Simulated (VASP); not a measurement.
These are LDA (Ceperley-Alder, Perdew-Zunger), VASP's LDA PAW potentials (set 64) (plane waves; VASP) values and carry that method's errors.

VASP input:

**POSCAR**
```
ZrO2
1
    0.0000000000     2.5161928677     2.5161928677
    2.5161928677     0.0000000000     2.5161928677
    2.5161928677     2.5161928677     0.0000000000
Zr O
1 2
Direct
  0.0000000000   0.0000000000   0.0000000000
  0.2500000000   0.2500000000   0.2500000000
  0.7500000000   0.7500000000   0.7500000000
```

### KPOINTS
```
Automatic mesh
0
gamma
 8 8 8
```

### INCAR
```
# general
SYSTEM  = ZrO2
PREC    = Accurate
ENCUT   = 520
LREAL   = .FALSE.
LASPH   = .TRUE.

# electronic loop
EDIFF   = 1E-7
NELM    = 100
ALGO    = Normal
LMAXMIX = 4

# smearing
ISMEAR  = 0
SIGMA   = 0.05

# ions
ISIF    = 2

# output
LWAVE   = .FALSE.
LCHARG  = .FALSE.
```

POTCAR, in this order: Zr_sv O (LDA.64 set). Program: vasp_std.

Output of the run:

### OSZICAR
```
       N       E                     dE             d eps       ncg     rms          rms(c)
DAV:   1     0.199468863798E+03    0.19947E+03   -0.14750E+04   928   0.155E+03
DAV:   2    -0.298075136591E+02   -0.22928E+03   -0.22539E+03  1232   0.396E+02
DAV:   3    -0.372009284917E+02   -0.73934E+01   -0.73876E+01  1272   0.752E+01
DAV:   4    -0.374945690276E+02   -0.29364E+00   -0.29360E+00  1328   0.111E+01
DAV:   5    -0.374995198075E+02   -0.49508E-02   -0.49508E-02  1200   0.141E+00    0.271E+01
DAV:   6    -0.315331056863E+02    0.59664E+01   -0.34718E+01  1008   0.463E+01    0.113E+01
DAV:   7    -0.314272767636E+02    0.10583E+00   -0.14072E+00  1280   0.989E+00    0.705E+00
DAV:   8    -0.313677068275E+02    0.59570E-01   -0.16772E-01  1208   0.415E+00    0.404E-01
DAV:   9    -0.313669242099E+02    0.78262E-03   -0.14945E-02  1232   0.896E-01    0.318E-01
DAV:  10    -0.313669485506E+02   -0.24341E-04   -0.40122E-03  1160   0.633E-01    0.134E-01
DAV:  11    -0.313669425966E+02    0.59541E-05   -0.12399E-03  1160   0.297E-01    0.112E-01
DAV:  12    -0.313668919787E+02    0.50618E-04   -0.25527E-04  1120   0.123E-01    0.379E-03
DAV:  13    -0.313668923440E+02   -0.36531E-06   -0.56168E-06  1080   0.214E-02    0.310E-03
DAV:  14    -0.313668922792E+02    0.64792E-07   -0.76809E-07  1080   0.587E-03
   1 F= -.31366892E+02 E0= -.31366892E+02  d E =-.337510E-18
```

**OUTCAR**
```
------------------------ aborting loop because EDIFF is reached ----------------------------------------
  FORCE on cell =-STRESS in cart. coord.  units (eV):
  Direction    XX          YY          ZZ          XY          YZ          ZX
  --------------------------------------------------------------------------------------
  Total       -0.0264627     -0.0264627     -0.0264627      0.0000000      0.0000000     -0.0000000
  in kB       -1.3307085     -1.3307085     -1.3307085      0.0000000      0.0000000     -0.0000000
  external PRESSURE =      -1.3307085 kB  Pullay stress =       0.0000000 kB
  volume of cell :       31.86
      direct lattice vectors                 reciprocal lattice vectors
     0.000000000  2.516192868  2.516192868    -0.198712907  0.198712907  0.198712907
     2.516192868  0.000000000  2.516192868     0.198712907 -0.198712907  0.198712907
     2.516192868  2.516192868  0.000000000     0.198712907  0.198712907 -0.198712907
 POSITION                                       TOTAL-FORCE (eV/Angst)
 -----------------------------------------------------------------------------------
      0.00000      0.00000      0.00000         0.000000     -0.000000     -0.000000
      1.25810      1.25810      1.25810         0.000000      0.000000      0.000000
      3.77429      3.77429      3.77429        -0.000000     -0.000000     -0.000000
 -----------------------------------------------------------------------------------
    total drift:                                0.000000      0.000000      0.000000
  FREE ENERGIE OF THE ION-ELECTRON SYSTEM (eV)
  ---------------------------------------------------
  free  energy   TOTEN  =       -31.3668922792 eV

  energy  without entropy=      -31.3668922792  energy(sigma->0) =      -31.36689228
```
(Selected blocks of OUTCAR.)

**OUTCAR**
```
 val. band max:        7.3382255774   @ k =   0.5000   0.5000   0.0000

 cond. band min:      10.6573901582   @ k =   0.0000   0.0000   0.0000


 Fermi energy:         7.6290213949

 k-point     1 :       0.0000    0.0000    0.0000
  band No.  band energies     occupation
      1     -40.2425      2.00000
      2     -18.2332      2.00000
      3     -18.2332      2.00000
      4     -18.2332      2.00000
      5     -10.7533      2.00000
      6      -7.9535      2.00000
      7       1.8498      2.00000
      8       1.8498      2.00000
      9       1.8498      2.00000
     10       6.7843      2.00000
     11       6.7843      2.00000
     12       6.7843      2.00000
     13      10.6574      0.00000
     14      10.6574      0.00000
     15      13.9797      0.00000
     16      17.1488      0.00000

 k-point     2 :       0.1250    0.0000    0.0000
  band No.  band energies     occupation
      1     -40.2340      2.00000
      2     -18.3688      2.00000
      3     -18.2457      2.00000
      4     -18.2457      2.00000
      5     -10.5067      2.00000
      6      -8.1328      2.00000
      7       2.0081      2.00000
      8       2.0081      2.00000
      9       2.3066      2.00000
     10       6.4107      2.00000
     11       6.4812      2.00000
     12       6.4812      2.00000
     13      10.9776      0.00000
     14      10.9776      0.00000
     15      14.4428      0.00000
     16      16.5761      0.00000

 k-point     3 :       0.2500    0.0000    0.0000
  band No.  band energies     occupation
      1     -40.2132      2.00000
      2     -18.6703      2.00000
      3     -18.2755      2.00000
      4     -18.2755      2.00000
      5      -9.9890      2.00000
      6      -8.4362      2.00000
      7       2.3932      2.00000
      8       2.3932      2.00000
      9       3.3648      2.00000
     10       5.6675      2.00000
     11       5.9677      2.00000
     12       5.9677      2.00000
     13      11.4322      0.00000
...
```

The compound is ZrO2 in the fluorite structure, the high-temperature cubic form, which is unstable at 0 K; the monoclinic form is the stable one. It was relaxed first.
